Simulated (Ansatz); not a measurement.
# AlN under pressure

These are results of Ansatz, DFT PBE, scalar-relativistic, plane waves, PAW, not measurements. Plane waves to 420 eV; Γ-centred k mesh 10×10×10; fixed occupations. No spin polarisation. Phonons by linear response, acoustic sum rule imposed.

The cell, relaxed at this level:
Space group F-43m (No. 216). a = 4.403 Å, b = 4.403 Å, c = 4.403 Å, α = 90.00°, β = 90.00°, γ = 90.00°
```csv
atom,site,symmetry,x,y,z
Al,4a,-43m,0.0000,0.0000,0.0000
N,4c,-43m,0.2500,0.2500,0.2500
```

Task: The cell is relaxed again at -3 and -1 and 1 and 2 and 4 and 5 and 6 and 9 and 11 and 12 and 16 and 20 and 22 and 25 and 30 and 40 and 50 GPa. How do volume, gap and optical modes at Γ (cm⁻¹, counted from the lowest optical one; a degenerate one stands once) change?

Result:
|  | 0 GPa | -3 GPa | -1 GPa | 1 GPa | 2 GPa | 4 GPa | 5 GPa | 6 GPa | 9 GPa | 11 GPa | 12 GPa | 16 GPa | 20 GPa | 22 GPa | 25 GPa | 30 GPa | 40 GPa | 50 GPa |
| --- | --- | --- | --- | --- | --- | --- | --- | --- | --- | --- | --- | --- | --- | --- | --- | --- | --- | --- |
| V/V0 | 1.000 | 1.016 | 1.005 | 0.995 | 0.990 | 0.980 | 0.976 | 0.971 | 0.958 | 0.950 | 0.946 | 0.930 | 0.916 | 0.909 | 0.900 | 0.885 | 0.857 | 0.833 |
| gap (eV) | 3.31 | 3.30 | 3.31 | 3.32 | 3.32 | 3.32 | 3.33 | 3.33 | 3.34 | 3.34 | 3.34 | 3.35 | 3.36 | 3.36 | 3.36 | 3.37 | 3.38 | 3.39 |
| ε∞, mean | 4.62 | 4.66 | 4.64 | 4.61 | 4.60 | 4.59 | 4.58 | 4.57 | 4.55 | 4.53 | 4.52 | 4.50 | 4.48 | 4.46 | 4.45 | 4.43 | 4.39 | 4.36 |
| mode 1 | 635 | 620 | 630 | 639 | 644 | 653 | 658 | 662 | 675 | 683 | 687 | 703 | 718 | 726 | 736 | 754 | 786 | 816 |

This zinc-blende form isn't the usual stable structure of the compound at low pressure.

Cost: 18 runs of about 6.8 core-minutes in all, on AMD EPYC 9R45 (Zen 5), Arm Neoverse V2, Intel Xeon Processor @ 2.50GHz (Skylake/Cascade Lake) and other processors (shared hosts).